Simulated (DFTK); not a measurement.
# Se (P3_121) in DFTK: reference runs

Reference runs on Se: the cell as given.

Everything below comes from runs of DFTK 0.8.2. Logs are shortened: lines on timing, memory, paths and dates and some standing lists are left out, and cuts for length are marked.

**1. Starting point**

It takes space group P3_121 (No. 152, trigonal). The conventional cell has a = 4.366 Å, b = 4.366 Å, c = 4.954 Å, α = 90.00°, β = 90.00°, γ = 120.00°. Se (site symmetry 2) has 2 Se at 2.37 Å as nearest neighbours.

**2. Single point, PBEsol**

Contents of run.jl:

```julia
using DFTK
using PseudoPotentialData
using Unitful, UnitfulAtomic
using LinearAlgebra, Printf
include("save.jl")
disable_threading()

# lattice vectors are the columns
lattice = austrip(1u"Å") * [        4.3662        -2.1831            0.0;
                      0.0    3.781240118            0.0;
                      0.0            0.0         4.9536]
symbols   = [:Se, :Se, :Se]
positions = [[0.7746, 0.7746, 0.0],
             [0.0, 0.2254, 0.6666666667],
             [0.2254, 0.0, 0.3333333333]]
pseudopotentials = PseudoFamily("dojo.nc.sr.pbesol.v0_4_1.standard.upf")
elements = Dict(s => ElementPsp(s, pseudopotentials) for s in unique(symbols))
atoms    = [elements[s] for s in symbols]

build_model(lattice, positions; symmetries=true) =
    model_DFT(lattice, atoms, positions;
              functionals=PBEsol(),
              temperature=austrip(0.05u"eV"),
              smearing=Smearing.FermiDirac(),
              symmetries)
Ecut  = 43.0  # hartree
kgrid = [7, 7, 6]
tol   = 1e-6
to_GPa = ustrip(uconvert(u"GPa", 1u"hartree/bohr^3"))

model = build_model(lattice, positions)
basis = PlaneWaveBasis(model; Ecut, kgrid)
display(basis)
scfres = self_consistent_field(basis;
                               tol,
                               nbandsalg=AdaptiveBands(model; n_bands_converge=30))
display(scfres.energies)
@printf "Fermi level: %.6f eV\n" ustrip(auconvert(u"eV", something(scfres.εF, NaN)))
forces = compute_forces_cart(scfres)
println("Forces (eV/Å)")
for (s, f) in zip(symbols, forces)
    @printf "%-3s %12.6f %12.6f %12.6f\n" s ustrip.(auconvert.(u"eV/Å", f))...
end
stress = compute_stresses_cart(scfres)
println("Stress (GPa)")
display(round.(stress * to_GPa; digits=4))
println("Levels at the first k-point (eV): ", round.(ustrip.(auconvert.(u"eV", scfres.eigenvalues[1][1:scfres.n_bands_converge])); digits=4))
save_scf!(scfres; forces, stress)
```

Potentials or basis: dojo.nc.sr.pbesol.v0_4_1.standard.upf (PBEsol).

Run with:

```console
$ julia --threads=1 run.jl  # save.jl only writes the numbers to a file and isn't shown; printed stress counts tension as positive; times include loading and compiling
```

The log of the run:

```text
PlaneWaveBasis discretization:

    Ecut                 : 43.0 Ha
    fft_size             : (54, 54, 60), 174960 total points
    kgrid                : MonkhorstPack([7, 7, 6])
    num.   red. kpoints  : 294
    num. irred. kpoints  : 58

    Discretized Model(gga_x_pbe_sol+gga_c_pbe_sol, 3D):
        lattice (in Bohr)    : [8.25092   , -4.12546  , 0         ]
                               [0         , 7.14551   , 0         ]
                               [0         , 0         , 9.36095   ]
        unit cell volume     : 551.89 Bohr³

        atoms                : Se₃
        pseudopot. family    : PseudoFamily("dojo.nc.sr.pbesol.v0_4_1.standard.upf")

        num. electrons       : 48
        spin polarization    : none
        temperature          : 0.0018375 Ha
        smearing             : DFTK.Smearing.FermiDirac()

        terms                : Kinetic()
                               AtomicLocal()
                               AtomicNonlocal()
                               Ewald(nothing)
                               PspCorrection()
                               Hartree()
                               Xc(gga_x_pbe_sol, gga_c_pbe_sol)
                               Entropy()
n     Energy            log10(ΔE)   log10(Δρ)   Diag   Δtime
---   ---------------   ---------   ---------   ----   ------
  1   -363.3217355937                   -1.00    5.5    52.5s
  2   -363.3243637871       -2.58       -1.41    1.0    20.6s
  3   -363.3248167684       -3.34       -2.13    2.4    24.5s
  4   -363.3248549812       -4.42       -2.71    2.6    26.7s
  5   -363.3248587284       -5.43       -3.41    2.9    29.1s
  6   -363.3248588263       -7.01       -4.03    3.4    29.3s
  7   -363.3248588295       -8.50       -4.63    3.0    24.6s
  8   -363.3248588299       -9.31       -5.34    3.0    29.4s
  9   -363.3248588300      -10.64       -5.97    3.3    26.7s
 10   -363.3248588300      -11.83       -6.55    3.4    29.8s
Energy breakdown (in Ha):
    Kinetic             235.1261114
    AtomicLocal         -308.0785124
    AtomicNonlocal      -157.7104289
    Ewald               -183.0694919
    PspCorrection       7.6132804
    Hartree             114.6348874
    Xc                  -71.8407047
    Entropy             -0.0000000

    total               -363.324858829972
Fermi level: 3.524328 eV
Forces (eV/Å)
Se     -0.153581    -0.266011     0.000000
Se     -0.153581     0.266011    -0.000002
Se      0.307163     0.000000     0.000002
Stress (GPa)
3×3 StaticArraysCore.SMatrix{3, 3, Float64, 9} with indices SOneTo(3)×SOneTo(3):
 0.338  0.0    -0.0
 0.0    0.338   0.0
 0.0    0.0    -1.2558
Levels at the first k-point (eV): [-45.411, -45.411, -45.375, -45.3688, -45.3688, -45.3182, -45.1458, -45.1405, -45.1405, -45.0813, -45.0813, -45.0777, -45.0411, -45.0139, -45.0139, -12.9153, -8.7905, -8.7905, -0.8935, -0.8935, -0.8289, 0.9045, 0.9045, 2.5556, 4.786, 4.786, 5.0651, 8.9325, 9.3234, 9.3234]
```

Wall time 7.3 min (1 thread of Intel Xeon Platinum 8488C (Sapphire Rapids), shared host); peak memory 3.3 GiB.

What came out:

* Free energy: -9886.5731 eV
* Pressure: 0.2 GPa
* Largest force: 0.307 eV/Å
* Band gap on the k mesh: 1.13 eV, indirect (least direct gap 1.43 eV)

Forces in eV/Å, atoms in the order of the input:
```
Se  -0.154 -0.266  0.000
Se  -0.154  0.266  0.000
Se   0.307  0.000  0.000
```

Caveat: an odd mesh through Γ misses points on the zone boundary, where band edges often lie.
